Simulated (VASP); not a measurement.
## A VASP 6.6.1 relaxation on NaF

INCAR

```
SIGMA = 0.02
NELM = 86
PREC = Accurate
IBRION = 2
ENCUT = 600
ISMEAR = -1
EDIFF = 1E-7
GGA = PS
LASPH = .TRUE.
EDIFFG = -5E-3
LWAVE = .FALSE.
LCHARG = .FALSE.
NSW = 30
NBANDS = 14
ISIF = 3
LREAL = .FALSE.
```

KPOINTS

```
KPOINTS created by Atomic Simulation Environment
0
Gamma
1 1 1
0 0 0
```

POSCAR

```
Na F
 1.0000000000000000
     2.8648043891630715    0.0000000000000000   -0.0000000000000000
     0.0000000000000000    2.8648043891630715    0.0000000000000000
     0.0000000000000000    0.0000000000000000    2.8648043891630715
 Na  F
   1   1
Cartesian
  0.0000000000000000  0.0000000000000000 -0.0000000000000000
  1.4324021945815355  1.4324021945815355  1.4324021945815355
```

The recommended PBE PAW datasets give the neutral cell 14 valence electrons.

Command

```
mpirun -np 1 vasp_std
```

OSZICAR

```
N       E                     dE             d eps       ncg     rms          rms(c)
DAV:   1     0.896873899931E+02    0.89687E+02   -0.81318E+03    28   0.138E+03
DAV:   2    -0.230583722372E+01   -0.91993E+02   -0.90151E+02    34   0.304E+02
DAV:   3    -0.577580166343E+01   -0.34700E+01   -0.34695E+01    34   0.559E+01
DAV:   4    -0.579737385207E+01   -0.21572E-01   -0.21572E-01    34   0.491E+00
DAV:   5    -0.579759343457E+01   -0.21958E-03   -0.21958E-03    40   0.472E-01    0.752E+00
DAV:   6    -0.392836706762E+01    0.18692E+01   -0.38268E+00    34   0.163E+01    0.231E+00
DAV:   7    -0.389689298997E+01    0.31474E-01   -0.15428E-01    28   0.322E+00    0.165E+00
DAV:   8    -0.391953528919E+01   -0.22642E-01   -0.56889E-02    28   0.276E+00    0.272E-01
DAV:   9    -0.391973146309E+01   -0.19617E-03   -0.11170E-02    28   0.865E-01    0.192E-01
DAV:  10    -0.391901079264E+01    0.72067E-03   -0.27471E-03    28   0.468E-01    0.157E-02
...
DAV:   8    -0.540376412603E+01   -0.13585E-07   -0.15756E-09    14   0.486E-04
   4 F= -.54037641E+01 E0= -.54037641E+01  d E =-.148476E+01
       N       E                     dE             d eps       ncg     rms          rms(c)
DAV:   1    -0.540415082145E+01   -0.38671E-03   -0.62344E-03    28   0.105E+00    0.148E-01
DAV:   2    -0.540381949627E+01    0.33133E-03   -0.10286E-03    28   0.280E-01    0.387E-02
DAV:   3    -0.540379578804E+01    0.23708E-04   -0.97449E-06    34   0.522E-02    0.207E-02
DAV:   4    -0.540378593232E+01    0.98557E-05   -0.43792E-06    28   0.358E-02    0.169E-03
DAV:   5    -0.540378555635E+01    0.37597E-06   -0.32549E-07    28   0.863E-03    0.316E-04
DAV:   6    -0.540378555469E+01    0.16582E-08   -0.87256E-09    14   0.135E-03
   5 F= -.54037856E+01 E0= -.54037856E+01  d E =-.214287E-04
```

Standard output (part)

```
POSCAR found type information on POSCAR NaF
 POSCAR found :  2 types and       2 ions
 LDA part: xc-table for (Slater+PW92), standard interpolation
 POSCAR, INCAR and KPOINTS ok, starting setup
 WAVECAR not read
 entering main loop
 curvature:   0.00 expect dE= 0.000E+00 dE for cont linesearch  0.000E+00
 search vector abs. value=  0.231E+01
 bond charge predicted
 trial-energy change:   -1.347738  1 .order   -1.494381   -2.307286   -0.681475
 bond charge predicted
 curvature:  -0.71 expect dE=-0.136E-02 dE for cont linesearch -0.136E-02
 ZBRENT: extrapolating
 opt :   1.4645  next Energy=    -5.404252 (dE=-0.149E+01)
 bond charge predicted
 curvature:  -0.79 expect dE=-0.255E-04 dE for cont linesearch -0.255E-04
 ZBRENT: bracketing found
 ZBRENT: accuracy reached
 search vector abs. value=  0.324E-04
 bond charge predicted
 reached required accuracy - stopping structural energy minimisation
```

It converged. Results: relaxed cell vector lengths 3.434, 3.434, 3.434 Å; relaxed cell volume 40.51 Å³.

```csv
ionic step,ΔE (meV/atom),volume (Å³),largest force (eV/Å),pressure (GPa),electronic steps
1,0.0,23.51,0.000,38.48,14
2,-673.9,34.49,0.000,7.75,9
3,-741.9,39.95,0.000,0.65,8
4,-742.4,40.57,0.000,-0.08,8
5,-742.4,40.51,0.000,-0.01,6
```

**Question.** What is wrong with this input?

**Answer.** One k point for a small cell. On sound settings the PBEsol relaxation ends at 22.26 Å³.
